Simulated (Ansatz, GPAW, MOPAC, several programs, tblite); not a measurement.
**What each method gives for PtSe2 (1T monolayer)**

PtSe2 as a 1T monolayer, relaxed with r2SCAN in Ansatz, was computed with several methods. In-plane lattice: a = 3.703 Å, b = 3.703 Å, γ = 120.0°; thickness between the outer nuclei 2.64 Å. Around Pt lie 6 Se at 2.51 Å; around Se lie 3 Pt at 2.51 Å. No spin polarisation. The prototype was imposed, so other structures may be more stable.

```
CELL_PARAMETERS angstrom
3.70279 0.00000 0.00000
-1.85139 3.20671 0.00000
0.00000 0.00000 30.06206
ATOMIC_POSITIONS crystal
Pt 0.00000 0.00000 0.29938
Se 0.33333 0.66667 0.34324
Se 0.66667 0.33333 0.25553
```
The sheet repeats along a and b alone.

Gaps and times are for a single point on this cell. Times are rough, from shared hosts (Arm Neoverse V1), and each method has its own mesh and cell size. PM6 (MOPAC) and PM7 (MOPAC): levels, charges or heat of formation failed a check of plausibility, so no values are given. PM6 (MOPAC), PM7 (MOPAC), GFN1-xTB (tblite), GFN2-xTB (tblite) treat a cluster of cells at its zone centre, which samples few k points: where these miss a band edge, the gap comes out too large for that reason alone. Gaps from k meshes are read at a limited set of points (mesh, symmetry points, PBE's band edges), so each method's own least gap may be somewhat smaller. xTB and the PM methods were fitted mostly to molecules, and can miss a solid's gap by electronvolts. Minimal bases can be far off for gaps. GLLB-SC's gap includes the derivative discontinuity. d marks a direct gap, i an indirect one (no mark: not told apart), a dash a value that wasn't computed or didn't pass its checks.

```
                              method              kind  gap (eV)  atoms computed  processor time
                   GFN1-xTB (tblite)     tight binding      1.39              27          0.98 s
                   GFN2-xTB (tblite)     tight binding      0.92              27           1.2 s
light PBE (260 eV and a coarse mesh)  light plane-wave    1.36 i               3           4.2 s
                         PM6 (MOPAC)    semi-empirical         –              27           4.5 s
                         PM7 (MOPAC)    semi-empirical         –              27           6.6 s
              PBE/single zeta (GPAW)       small basis    1.48 i               3            11 s
                                 PBE         semilocal    1.37 i               3            15 s
                              r2SCAN         semilocal    1.59 i               3            40 s
                      GLLB-SC (GPAW)   model potential      1.91               3         2.3 min
```

Against r2SCAN (1.59 eV) and with closed or daggered gaps left aside, the nearest gap at the points sampled is that of PBE/single zeta (GPAW) (-0.11 eV) and the farthest that of GFN2-xTB (tblite) (-0.67 eV). r2SCAN is only a yardstick of convenience: semilocal gaps usually lie below measured ones, which GLLB-SC and hybrids aim to mend.

No spin-orbit coupling is included; it can move band edges with weight on the heavy atoms by tenths of an eV.
